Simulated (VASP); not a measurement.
# Ca7Se (Fm-3m) in VASP: single point with PBE

Aim: the single point of Ca7Se with PBE.

Everything below comes from runs of VASP 6.6.1. Logs are shortened: lines on timing, memory, paths and dates and some standing lists are left out, and cuts for length are marked.

## (1) The cell of the first run

Symmetry: Fm-3m, No. 225, cubic system. Conventional cell: a = 10.604 Å, b = 10.604 Å, c = 10.604 Å, α = 90.00°, β = 90.00°, γ = 90.00°. Around Ca (site symmetry mmm) lie 10 Ca at 3.75 Å and 2 Se at 3.75 Å. Around Ca (site symmetry m-3m) lie 12 Ca at 3.75 Å. Se (site symmetry m-3m) has 12 Ca at 3.75 Å as nearest neighbours.

The cell was built by a generator and needn't be a form met in nature.

## (2) Single point, PBE (species swapped into the Zn7Mo type (Fm-3m, No. 225))

Input file INCAR:

```
  PREC = Accurate
  ENCUT = 520
  EDIFF = 1E-7
  ISMEAR = 0
  SIGMA = 0.1
  LREAL = False
  LASPH = True
  NELM = 100
  ALGO = Fast
  ISIF = 2
  LWAVE = False
  LCHARG = False
  GGA = PE
  NBANDS = 48
```

Input file KPOINTS:

```
regular mesh
0
Gamma
  6 6 6
```

Input file POSCAR:

```
Ca7Se
1.0
    0.0000000000      5.3020500821      5.3020500821
    5.3020500821      0.0000000000      5.3020500821
    5.3020500821      5.3020500821      0.0000000000
Ca Se
7 1
Direct
    0.0000000000      0.0000000000      0.5000000000
    0.5000000000      0.0000000000      0.5000000000
    0.0000000000      0.5000000000      0.5000000000
    0.5000000000      0.5000000000      0.0000000000
    0.0000000000      0.5000000000      0.0000000000
    0.5000000000      0.0000000000      0.0000000000
    0.5000000000      0.5000000000      0.5000000000
    0.0000000000      0.0000000000      0.0000000000
```

Potentials or basis: VASP PAW PBE potentials, release 64 (Ca_sv, Se).

Launch:

```console
$ cat potpaw_PBE.64/Ca_sv/POTCAR potpaw_PBE.64/Se/POTCAR > POTCAR
$ mpirun -np 1 vasp_std > vasp.out
```

OUTCAR:

```text
PREC = Accurate
   ENCUT = 520
   EDIFF = 1E-7
   ISMEAR = 0
   LREAL = False
   LASPH = True
   NELM = 100
   ISIF = 2
   GGA = PE

 ion  position               nearest neighbor table
   1  0.000  0.000  0.500-
   2  0.500  0.000  0.500-
   3  0.000  0.500  0.500-
   4  0.500  0.500  0.000-
   5  0.000  0.500  0.000-
   6  0.500  0.000  0.000-
   7  0.500  0.500  0.500-
   8  0.000  0.000  0.000-

  LATTYP: Found a face centered cubic cell.
 ALAT       =    10.6041001642

  Lattice vectors:

 A1 = (   0.0000000000,   5.3020500821,   5.3020500821)
 A2 = (   5.3020500821,   0.0000000000,   5.3020500821)
 A3 = (   5.3020500821,   5.3020500821,   0.0000000000)

Analysis of symmetry for initial positions (statically):
=====================================================================
 Subroutine PRICEL returns:
 Original cell was already a primitive cell.

 Routine SETGRP: Setting up the symmetry group for a
 face centered cubic supercell.

 Subroutine GETGRP returns: Found 48 space group operations
 (whereof 48 operations were pure point group operations)
 out of a pool of 48 trial point group operations.

The static configuration has the point symmetry O_h .

Analysis of symmetry for dynamics (positions and initial velocities):
=====================================================================
 Subroutine PRICEL returns:
 Original cell was already a primitive cell.

 Routine SETGRP: Setting up the symmetry group for a
 face centered cubic supercell.

 Subroutine GETGRP returns: Found 48 space group operations
 (whereof 48 operations were pure point group operations)
 out of a pool of 48 trial point group operations.

The dynamic configuration has the point symmetry O_h .

 Subroutine INISYM returns: Found 48 space group operations
 (whereof 48 operations are pure point group operations),
 and found     1 'primitive' translations

----------------------------------------------------------------------------------------

                                     Primitive cell

  volume of cell :     298.0997

  direct lattice vectors                    reciprocal lattice vectors
     0.000000000  5.302050082  5.302050082    -0.094303145  0.094303145  0.094303145
     5.302050082  0.000000000  5.302050082     0.094303145 -0.094303145  0.094303145
     5.302050082  5.302050082  0.000000000     0.094303145  0.094303145 -0.094303145

  length of vectors
     7.498231134  7.498231134  7.498231134     0.163337839  0.163337839  0.163337839

  position of ions in fractional coordinates (direct lattice)
     0.000000000  0.000000000  0.500000000
     0.500000000  0.000000000  0.500000000
     0.000000000  0.500000000  0.500000000
     0.500000000  0.500000000  0.000000000
     0.000000000  0.500000000  0.000000000
     0.500000000  0.000000000  0.000000000
     0.500000000  0.500000000  0.500000000
     0.000000000  0.000000000  0.000000000

  ion indices of the primitive-cell ions
   primitive index   ion index
                 1           1
                 2           2
                 3           3
                 4           4
                 5           5
                 6           6
                 7           7
                 8           8

----------------------------------------------------------------------------------------

 KPOINTS: regular mesh

Automatic generation of k-mesh.
 Grid dimensions read from file:
 generate k-points for:    6    6    6

 Generating k-lattice:

  Cartesian coordinates                     Fractional coordinates (reciprocal lattice)
    -0.015717191  0.015717191  0.015717191     0.166666667  0.000000000  0.000000000
     0.015717191 -0.015717191  0.015717191     0.000000000  0.166666667  0.000000000
     0.015717191  0.015717191 -0.015717191     0.000000000  0.000000000  0.166666667

  Length of vectors
     0.027222973  0.027222973  0.027222973

  Shift w.r.t. Gamma in fractional coordinates (k-lattice)
     0.000000000  0.000000000  0.000000000

 Subroutine IBZKPT returns following result:
 ===========================================

 Found     16 irreducible k-points:

 Following reciprocal coordinates:
            Coordinates               Weight
  0.000000  0.000000  0.000000      1.000000
  0.166667  0.000000  0.000000      8.000000
  0.333333  0.000000  0.000000      8.000000
  0.500000  0.000000  0.000000      4.000000
  0.166667  0.166667  0.000000      6.000000
  0.333333  0.166667  0.000000     24.000000
[... 8 lines left out ...]
 -0.333333  0.333333  0.166667     24.000000
 -0.333333  0.500000  0.166667     12.000000
   k-points           NKPTS =     16   k-points in BZ     NKDIM =     16   number of bands    NBANDS=     48
   number of dos      NEDOS =    301   number of ions     NIONS =      8
   total plane-waves  NPLWV = 175616
   dimension x,y,z NGX =    56 NGY =   56 NGZ =   56
   dimension x,y,z NGXF=   112 NGYF=  112 NGZF=  112
   ions per type =               7   1
   NGX,Y,Z   is equivalent  to a cutoff of  12.42, 12.42, 12.42 a.u.
   NGXF,Y,Z  is equivalent  to a cutoff of  24.83, 24.83, 24.83 a.u.
 SYSTEM =  unknown system
   PREC   = accura    normal or accurate (medium, high low for compatibility)
   ISTART =      0    job   : 0-new  1-cont  2-samecut
   ICHARG =      2    charge: 1-file 2-atom 10-const
   ISPIN  =      1    spin polarized calculation?
   LNONCOLLINEAR =      F non collinear calculations
   LSORBIT =      F    spin-orbit coupling
   LASPH  =      T    aspherical Exc in radial PAW
   ENCUT  =  520.0 eV  38.22 Ry    6.18 a.u.  13.94 13.94 13.94*2*pi/ulx,y,z
   NELM   =    100;   NELMIN=  2; NELMDL= -5     # of ELM steps
   EDIFF  = 0.1E-06   stopping-criterion for ELM
   LREAL  =      F    real-space projection
   EDIFFG = 0.1E-05   stopping-criterion for IOM
   NSW    =      0    number of steps for IOM
   IBRION =     -1    ionic relax: 0-MD 1-quasi-New 2-CG
   NFREE  =      0    steps in history (QN), initial steepest desc. (CG)
   ISIF   =      2    stress and relaxation
   ISYM   =      2    0-nonsym 1-usesym 2-fastsym
   POTIM  = 0.5000    time-step for ionic-motion
   TEBEG  =    0.0;   TEEND  =   0.0 temperature during run
   PSTRESS=    0.0 pullay stress
   NELECT =      76.0000    total number of electrons
   NUPDOWN=      -1.0000    fix difference up-down
   EMIN   =  10.00;   EMAX   =-10.00  energy-range for DOS
   EFERMI =   0.00;   METHOD = LEGACY
   ISMEAR =     0;   SIGMA  =   0.10  broadening in eV -4-tet -1-fermi 0-gaus
   EFERMI_NEDOS =   21; number of points for ismear=-14 and -15
   IALGO  =     68    algorithm
   IMIX   =      4    mixing-type and parameters
     AMIX     =   0.40;   BMIX     =  1.00
     AMIX_MAG =   1.60;   BMIX_MAG =  1.00
  volume/ion in A,a.u.               =      37.26       251.46
  Fermi-wavevector in a.u.,A,eV,Ry     =   1.038067  1.961663 14.661418  1.077584
  Thomas-Fermi vector in A             =   2.172534
   LORBIT       =      0    0 simple, 1 ext, 2 COOP (PROOUT), +10 PAW based schemes
   GGA     = PE    functional components
   LHFCALC =     F    Hartree Fock is set to
   AEXX    =    0.0000 exact exchange contribution
   IVDW    =     0    specifies the selected vdW correction
   LEPSILON=     F    determine dielectric tensor
   LRPA    =     F    only Hartree local field effects (RPA)
 non-spin polarized calculation
 RMM-DIIS sequential band-by-band and
 Gauss-broadening in eV      SIGMA  =   0.10
  energy-cutoff  :      520.00
  volume of cell :      298.10
 maximum number of plane-waves:      8036
   NGX = 27   NGY = 27   NGZ = 27

 number of electron      76.0000015 magnetization

 Free energy of the ion-electron system (eV)
  ---------------------------------------------------
  ext. energy  EPLUGINS =         0.00000000
  ---------------------------------------------------
  free energy    TOTEN  =       -18.69428367 eV

  energy without entropy =      -18.66382230  energy(sigma->0) =      -18.67905299

 E-fermi :   2.4738     XC(G=0):  -8.0703

 val. band max:        2.4712007392   @ k =  -0.3333   0.1667   0.0000
 cond. band min:       2.4799896142   @ k =   0.3333   0.1667   0.0000
 fundamental gap:      0.0087888750
 Fermi energy:         2.4738462209

 k-point     1 :       0.0000    0.0000    0.0000
  band No.  band energies     occupation
      1     -39.5276      2.00000
      2     -39.5114      2.00000
      3     -39.5114      2.00000
      4     -39.5114      2.00000
      5     -39.5036      2.00000
      6     -39.5036      2.00000
[... 40 lines left out ...]
     47       3.4136      0.00000
     48       4.7267      0.00000

 k-point     2 :       0.1667    0.0000    0.0000
  band No.  band energies     occupation
      1     -39.5265      2.00000
      2     -39.5125      2.00000
      3     -39.5109      2.00000
      4     -39.5109      2.00000
      5     -39.5042      2.00000
      6     -39.5042      2.00000
[... 40 lines left out ...]
     47       3.5396      0.00000
     48       4.6368      0.00000

 k-point     3 :       0.3333    0.0000    0.0000
  band No.  band energies     occupation
      1     -39.5235      2.00000
      2     -39.5155      2.00000
      3     -39.5095      2.00000
      4     -39.5095      2.00000
      5     -39.5056      2.00000
      6     -39.5056      2.00000
[... 40 lines left out ...]
     47       3.7358      0.00000
     48       4.3278      0.00000

 k-point     4 :       0.5000    0.0000    0.0000
  band No.  band energies     occupation
      1     -39.5195      2.00000
      2     -39.5194      2.00000
      3     -39.5076      2.00000
      4     -39.5076      2.00000
      5     -39.5076      2.00000
      6     -39.5076      2.00000
[... 550 lines left out ...]
     47       3.9956      0.00000
     48       4.0129      0.00000

 k-point    15 :      -0.3333    0.3333    0.1667
  band No.  band energies     occupation
      1     -39.5179      2.00000
      2     -39.5179      2.00000
      3     -39.5107      2.00000
      4     -39.5106      2.00000
      5     -39.5061      2.00000
      6     -39.5061      2.00000
[... 40 lines left out ...]
     47       3.7190      0.00000
     48       3.9330      0.00000

 k-point    16 :      -0.3333    0.5000    0.1667
  band No.  band energies     occupation
      1     -39.5184      2.00000
      2     -39.5155      2.00000
      3     -39.5116      2.00000
      4     -39.5115      2.00000
      5     -39.5075      2.00000
      6     -39.5047      2.00000
[... 40 lines left out ...]
     47       3.9776      0.00000
     48       3.9922      0.00000

------------------------ aborting loop because EDIFF is reached ----------------------------------------

  FORCE on cell =-STRESS in cart. coord.  units (eV):
  Direction    XX          YY          ZZ          XY          YZ          ZX
  --------------------------------------------------------------------------------------
  -------------------------------------------------------------------------------------
  Total        0.1195066      0.1195066      0.1195066     -0.0000000     -0.0000000      0.0000000
  in kB        0.6423046      0.6423046      0.6423046     -0.0000000     -0.0000000      0.0000000
  external PRESSURE =       0.6423046 kB  Pullay stress =       0.0000000 kB

 VOLUME and BASIS-vectors are now :
 -----------------------------------------------------------------------------
  energy-cutoff  :      520.00
  volume of cell :      298.10
      direct lattice vectors                 reciprocal lattice vectors
     0.000000000  5.302050082  5.302050082    -0.094303145  0.094303145  0.094303145
     5.302050082  0.000000000  5.302050082     0.094303145 -0.094303145  0.094303145
     5.302050082  5.302050082  0.000000000     0.094303145  0.094303145 -0.094303145

 POSITION                                       TOTAL-FORCE (eV/Angst)
 -----------------------------------------------------------------------------------
      2.65103      2.65103      0.00000        -0.000000      0.000000     -0.000000
      2.65103      5.30205      2.65103         0.000000      0.000000      0.000000
      5.30205      2.65103      2.65103         0.000000      0.000000      0.000000
      2.65103      2.65103      5.30205         0.000000      0.000000      0.000000
      2.65103      0.00000      2.65103        -0.000000     -0.000000     -0.000000
      0.00000      2.65103      2.65103        -0.000000      0.000000     -0.000000
      5.30205      5.30205      5.30205         0.000000      0.000000      0.000000
      0.00000      0.00000      0.00000         0.000000      0.000000      0.000000
 -----------------------------------------------------------------------------------
    total drift:                                0.000000      0.000000      0.000000

  FREE ENERGIE OF THE ION-ELECTRON SYSTEM (eV)
  ---------------------------------------------------
  free  energy   TOTEN  =       -18.6942836724 eV

  energy  without entropy=      -18.6638222999  energy(sigma->0) =      -18.67905299
```

Wall time 17 min (1 thread of AMD EPYC 7R43 (Zen 3), shared host); peak memory 0.49 GiB.

What came out:

```yaml
Free_energy: -18.6943 eV
Pressure: 0.1 GPa
Band_gap_on_the_k_mesh: none (metal or under the smearing width)
```

Levels at points of the mesh, in eV from the Fermi level:
| k point | band 36 | band 37 | band 38 | band 39 | band 40 | band 41 |
| --- | --- | --- | --- | --- | --- | --- |
| (0.00, 0.00, 0.00) | -0.92 | -0.78 | -0.32 | -0.32 | -0.10 | 0.61 |
| (0.50, 0.00, 0.00) | -0.63 | -0.63 | -0.01 | -0.01 | 0.13 | 0.85 |
| (0.50, 0.50, 0.00) | -0.54 | -0.54 | 0.09 | 0.29 | 0.45 | 0.80 |
